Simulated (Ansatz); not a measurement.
Runs of Ansatz 0.2.0 on Re. Symmetry: P6_3/mmc, No. 194, hexagonal system. Conventional cell: a = 2.761 Å, b = 2.761 Å, c = 4.458 Å, α = 90.00°, β = 90.00°, γ = 120.00°. Around Re (site symmetry -6m2) lie 12 Re at 2.74 to 2.76 Å. 

| task | level | spin | k mesh | cutoff (eV) | points for each segment of the path | q mesh | gap on the mesh (eV) | V0 of scaled cells (Å³/atom) | B0 (GPa) |
| --- | --- | --- | --- | --- | --- | --- | --- | --- | --- |
| band structure | PBEsol | SOC, no magnetisation | 11 × 11 × 6 | 420 | 14 | - | none | - | - |
| equation of state | r2SCAN | off | 11 × 11 × 6 | 500 | - | - | - | (a) | 386 |
| phonons | PBEsol | off | 10 × 10 × 6 | 420 | 8 | 2 × 2 × 2 | none | - | - |
| equation of state | LDA | off | 11 × 11 × 6 | 420 | - | - | - | 14.33 | 403 |

Alike in all rows: potentials or basis Ansatz PAW; cell as given; smearing fermi-dirac 0.05 eV.

**Question.** Fill in the values left out.

**Answer.** (a) 14.70.

Caveats: the PAW data sets come from PBE, with cores solved anew for the run's functional, which leaves a small shift of forces and pressure (some runs); the cell was scaled at fixed shape and fractional positions, which overstates the stiffness of a crystal with free parameters, most of all of layers and chains (some runs); the PAW data sets were made with another functional, which shifts forces and pressure a little (some runs).

A k mesh can miss the band edges, and rows without SOC leave out spin-orbit coupling on Re.

A gap of «none» marks a metal or a gap under the smearing width.

Runs at the PBE level aren't shown here.
